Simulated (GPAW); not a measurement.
Runs of GPAW 26.7.0 on HgTe (Coloradoite). The structure is cubic, space group F-43m (No. 216). The conventional cell has a = 6.429 Å, b = 6.429 Å, c = 6.429 Å, α = 90.00°, β = 90.00°, γ = 90.00°. Around Hg (site symmetry -43m) lie 4 Te at 2.78 Å. Te (site symmetry -43m) has 4 Hg at 2.78 Å as nearest neighbours. 

```csv
task,level,potentials or basis,spin,k mesh,cutoff (eV),smearing,eigensolver,band path,band points,spin axis theta (degrees),spin axis phi (degrees),pressure (GPa),V0 of scaled cells (Å³/atom),B0 (GPa)
band structure,revTPSS,"GPAW PAW data sets (gpaw-data 1.2.1), pw","SOC, no magnetisation",6 × 6 × 6,600,fermi-dirac 0.05 eV,davidson,"GXWKGLUWLK,UX",60,90,45,3.0,-,-
equation of state,AM05+D4,"PAW data sets generated in the run's folder for this functional, pw",off,6 × 6 × 6,600,fermi-dirac 0.05 eV,-,-,-,-,-,-,34.12,(a)
equation of state,PBEsol+D3(BJ),"PAW data sets generated in the run's folder for this functional, pw",off,6 × 6 × 6,600,fermi-dirac 0.05 eV,-,-,-,-,-,-,33.26,48
electron localisation function,r2SCAN,"GPAW PAW data sets (gpaw-data 1.2.1), pw",off,5 × 5 × 5,510,fermi-dirac 0.01 eV,-,-,-,-,-,(b),-,-
```

Alike in all rows: cell as given.

Fill in the values left out.

(a) 42; (b) 3.4.

Caveats: the PAW data sets were made with another functional, which shifts forces and pressure a little (some runs); spin-orbit coupling was added after a scalar SCF, so levels and gaps hold it while energy, forces, pressure and moments don't (some runs); the cutoff is short for stress and forces, so pressures can be off by a GPa or more (some runs).

Runs at the PBE level aren't shown here.
